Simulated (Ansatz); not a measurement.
Effort and miss along a sweep of basis.ecutwfc: BeO (P6_3mc, 12 atoms in the cell)

Cell: a = 2.7541 Å, b = 2.7541 Å, c = 13.5144 Å, α = 90.00°, β = 90.00°, γ = 120.00°.

Method of the run: PBE, PAW files (plane waves; Ansatz, an electronic-structure program).

Base settings: basis.ecutwfc = 420 eV; kpoints.mp_grid.grid = 11 11 2; hamiltonian.xc = pbe; hamiltonian.pseudopotentials = {kind: paw} (the program's default PAW files); scf.occupations.method = gaussian; scf.occupations.width = 0.272 eV.

Misses are taken against the tightest run, 840 eV, which need not be fully converged itself. The energy is the free energy per atom.

The count of work is k-points × plane waves × bands × iterations; it is no time, and leaves out set-up, grids and terms that scale otherwise. 

Ansatz's pressure holds its estimate of the finite-basis (Pulay) stress, which hides part of the cutoff error; the uncorrected pressure shows it.

The starting cell was generated: these elements placed on a structure prototype, without a prior relaxation; it need not be a known phase or ordering of this composition. Its lattice was rescaled by a random factor within 2.5 % of one. In the base run, with a pressure of about -10 GPa the cell is away from its equilibrium volume at this level. Ansatz's pressure includes its estimate of the finite-basis (Pulay) stress.

The runs (basis.ecutwfc): 170 eV | 210 eV | 250 eV | 295 eV | 335 eV | 380 eV | 420 eV | 485 eV | 545 eV | 630 eV | 735 eV | 840 eV.

Which is the coarsest setting among those run that, with all tighter ones, holds the energy within 20 meV/atom of the reference, and what does it save?

380 eV, off by 10 meV/atom; it needs 0.31 of the reference's count of work.

Which is the coarsest setting among those run that, with all tighter ones, holds the energy within 5 meV/atom of the reference, and what does it save?

420 eV, off by 1.8 meV/atom; it needs 0.34 of the reference's count of work.

What does the step from 295 eV to 630 eV buy?

It takes the miss in the energy from 190 to 0.18 meV/atom, for 3.1 times the count of work.

```csv
basis.ecutwfc,energy less reference (meV/atom),pressure less reference (GPa),largest difference in the force on any atom (eV/Å),uncorrected pressure less reference (GPa),count of work / reference
170 eV,5961.29,17.78,0.020,-327.98,0.096
210 eV,2096.44,13.83,0.047,-162.50,0.13
250 eV,689.44,-1.68,0.025,-70.68,0.16
295 eV,194.14,-2.02,0.003,-25.95,0.20
335 eV,56.05,-0.19,0.001,-9.38,0.24
380 eV,10.27,0.06,0.000,-2.24,0.31
420 eV,1.82,0.03,0.000,-0.43,0.34
485 eV,0.46,0.02,0.000,0.03,0.43
545 eV,0.35,0.01,0.000,0.00,0.51
630 eV,0.18,0.00,0.000,0.01,0.64
735 eV,0.13,0.00,0.000,0.01,0.79
840 eV,0.00,0.00,0.000,0.00,1.0
```

Keys are those of Ansatz 0.2.
